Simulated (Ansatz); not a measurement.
# GeO2 (space group P3_121, No. 152)

```yaml
crystal:
  lattice:
    - [5.09349, 0.00000, 0.00000]
    - [-2.54674, 4.41109, 0.00000]
    - [0.00000, 0.00000, 5.76775]
  atoms:
    - { symbol: Ge, position: [0.45565, 0.00000, 0.83333] }
    - { symbol: Ge, position: [0.00000, 0.45565, 0.16667] }
    - { symbol: Ge, position: [0.54435, 0.54435, 0.50000] }
    - { symbol: O, position: [0.39740, 0.29816, 0.74186] }
    - { symbol: O, position: [0.70184, 0.09924, 0.07519] }
    - { symbol: O, position: [0.90076, 0.60260, 0.40853] }
    - { symbol: O, position: [0.09924, 0.70184, 0.92481] }
    - { symbol: O, position: [0.29816, 0.39740, 0.25814] }
    - { symbol: O, position: [0.60260, 0.90076, 0.59147] }
```

The values are results of DFT with PBE, PAW potentials and a 420 eV plane-wave cutoff in Ansatz (an electronic-structure program), no spin-orbit coupling, not measurements. Settings: 8×8×6 k-points, 0.05 eV Fermi–Dirac smearing.

The volume per atom comes out as 14.40 Å³. The density is 4.02 g/cm³ and the band gap is 3.22 eV, indirect, K → Γ. The electron mass comes out as 0.41 mₑ along c, 0.45 mₑ across. The lowest conduction-band minima above the VBM is Γ 3.22 eV. The total energy is -1809.893 eV/atom (σ→0; compares only within this code and set-up).

Masses are band curvatures over ±0.01 Å⁻¹ around the edge. Whether these cells are dynamically stable was not tested.
